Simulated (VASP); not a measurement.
Input of a VASP 6.6.1 run:

POSCAR

```
TePb
1.0
    0.0000000000      3.2678555508      3.2678555508
    3.2678555508      0.0000000000      3.2678555508
    3.2678555508      3.2678555508      0.0000000000
Te Pb
1 1
Direct
    0.5000000000      0.5000000000      0.5000000000
    0.0000000000      0.0000000000      0.0000000000
```

The input INCAR.step1:

```
SYSTEM = TePb
PREC = Accurate
ENCUT = 520
ISMEAR = 0
SIGMA = 0.01
LREAL = .FALSE.
LASPH = .TRUE.
NELM = 80
NBANDS = 17
GGA = PE
ALGO = Normal
EDIFF = 1E-4
LWAVE = .TRUE.
LCHARG = .FALSE.
```

The input INCAR.step2:

```
SYSTEM = TePb
PREC = Accurate
ENCUT = 520
EDIFF = 1E-6
ISMEAR = 0
SIGMA = 0.01
LREAL = .FALSE.
LASPH = .TRUE.
NELM = 80
ALGO = Normal
ISIF = 2
LWAVE = .FALSE.
LCHARG = .FALSE.
METAGGA = R2SCAN
LMIXTAU = .TRUE.
NBANDS = 17
ISTART = 1
```

File KPOINTS:

```
Automatic mesh
0
G
  6 6 6
  0 0 0
```

Potentials or basis: VASP PAW PBE potentials, release 64 (Te, Pb_d).

The run is started by

```sh
$ cat potpaw_PBE.64/Te/POTCAR potpaw_PBE.64/Pb_d/POTCAR > POTCAR
$ cp INCAR.step1 INCAR
$ mpirun -np 1 vasp_std > vasp.out
$ cp INCAR.step2 INCAR
$ mpirun -np 1 vasp_std > vasp.out
```

(1) Estimate the pressure.

(2) Predict the band gap on the k mesh.

Answers

(1) 0.0 GPa.

(2) 1.09 eV, direct.

Caveat: the PAW data sets were made with another functional, which shifts forces and pressure a little; spin-orbit coupling is left out, which moves the levels of the heavy elements.

**Measured values to compare with.**

A printed reference work, monograph reports, for a bulk crystal of TePb at 4.2 K: band gap 0.19 eV (direct).

Against the measured gap of TePb, 0.19 eV (direct; 4.2 K; a printed reference work, monograph), the calculated 1.09 eV is off by +0.90 eV. Spin-orbit coupling on Pb, Te is left out. The value is that of r2SCAN on a finite k mesh, which can miss the band edges, without temperature or zero-point motion.
